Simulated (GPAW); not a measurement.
Runs of GPAW 26.7.0 on CuO. It takes space group Pm-3m (No. 221, cubic). The conventional cell has a = 2.553 Å, b = 2.553 Å, c = 2.553 Å, α = 90.00°, β = 90.00°, γ = 90.00°. Around Cu (site symmetry m-3m) lie 8 O at 2.21 Å. O (site symmetry m-3m) is surrounded by 8 Cu at 2.21 Å. Measurements of this composition are mostly on another form, of space group No. 15.

```csv
task,level,potentials or basis,cell,k mesh,eigensolver,optimizer,fmax,max steps,band path,gap on the mesh (eV),pressure (GPa),relaxed volume (Å³/atom)
relaxation of cell and atoms,TPSS,"GPAW PAW data sets (gpaw-data 1.2.1), pw",relaxed,10 × 10 × 10,davidson,BFGS,0.02 eV/Å,60,-,none,0.1,(a)
relaxation of cell and atoms,RPBE,"the program's PAW data sets (release 1.2.1) made for this functional, pw",relaxed,10 × 10 × 10,-,BFGS,0.02 eV/Å,60,-,none,0.0,(b)
relaxation of cell and atoms,PBE,"GPAW PAW data sets (gpaw-data 1.2.1), pw",relaxed,10 × 10 × 10,-,BFGS,0.02 eV/Å,60,-,none,0.2,9.19
band structure,PBE,"PAW data sets generated in the run's folder for this functional, pw",as given,8 × 8 × 8,-,-,-,-,"GXMGRX,MR",-,22.3,-
band structure,TPSS,"GPAW PAW data sets (gpaw-data 1.2.1), pw",as given,8 × 8 × 8,davidson,-,-,-,"GXMGRX,MR",-,14.8,-
band structure,OLYP,"PAW data sets generated in the run's folder for this functional, pw",as given,8 × 8 × 8,davidson,-,-,-,"GXMGRX,MR",-,(c),-
relaxation of cell and atoms,BLYP,"PAW data sets generated in the run's folder for this functional, pw",relaxed,10 × 10 × 10,davidson,BFGS,0.02 eV/Å,60,-,none,0.0,9.61
relaxation of cell and atoms,revPBE,"the program's PAW data sets (release 1.2.1) made for this functional, pw",relaxed,10 × 10 × 10,-,BFGS,0.02 eV/Å,60,-,none,0.3,9.42
```

Alike in all rows: no spin polarisation; cutoff (eV) 800; smearing fermi-dirac 0.05 eV.

Task: Estimate the missing entries.

Result: (a) 8.86; (b) 9.54; (c) 23.3.

Caveats: with this Cu data set, volumes or pressures lay over 1.5 % or 2 GPa off other programs in two to four cells of ten; an odd number of electrons without spin polarisation forces a metal; a magnetic or distorted state may lie lower; the run has no spin polarisation, though such a crystal can be magnetic; semilocal functionals often make such compounds metallic where correlation or magnetic order opens a gap, which also shifts bond lengths; later steps reuse the first step's grids (some runs); the PAW data sets were made with another functional, which shifts forces and pressure a little (some runs).

A k mesh can miss the band edges.

A gap of «none» marks a metal or a gap under the smearing width.

Not every run made on this cell is shown here.
